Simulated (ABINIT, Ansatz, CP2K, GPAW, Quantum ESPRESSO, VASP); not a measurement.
One calculation of Zn, 7 ways

```
CELL_PARAMETERS angstrom
2.67000 0.00000 0.00000
-1.33500 2.31229 0.00000
0.00000 0.00000 4.96600
ATOMIC_POSITIONS crystal
Zn 0.66667 0.33333 0.75000
Zn 0.33333 0.66667 0.25000
```

Alike in all runs: task single point; functional PBE; k mesh 11 × 11 × 6; occupations fermi-dirac, width 0.05 eV; no spin polarisation; no spin-orbit coupling. Pressure is positive in compression and, in plane waves, holds the error of the finite cutoff, which Ansatz's Pulay term estimates and takes out.

```csv
program and potentials,plane-wave cutoff (eV),notes,pressure (GPa)
"ABINIT, JTH PAW PBE v2.0",599,12 valence electrons an atom on average,-1.02
"Ansatz, Ansatz PAW (earlier soft set)",420,12 valence electrons an atom on average; Pulay term of +0.13 GPa included,-0.67
"CP2K, POTENTIAL_UZH Zn GTH-PBE-q12; TZVP-MOLOPT-PBE-GTH basis",-,atomic basis; 12 valence electrons an atom on average,-0.26
"Ansatz, all-electron LAPW, scalar-relativistic",-,-,-0.67
"VASP, PBE PAW files Zn, 520 eV",520,12 valence electrons an atom on average,?
"GPAW, GPAW PAW data sets (gpaw-data 1.2.1)",600,12 valence electrons an atom on average,-0.96
"Quantum ESPRESSO, SSSP 1.3 efficiency PBE",748,20 valence electrons an atom on average,-0.75
```

Problem. Estimate from the other rows what the run with VASP, PBE PAW files Zn, 520 eV gave.

Solution. Pressure -0.36 GPa. The other rows, which needn't bracket it: pressure -1.02 to -0.26.
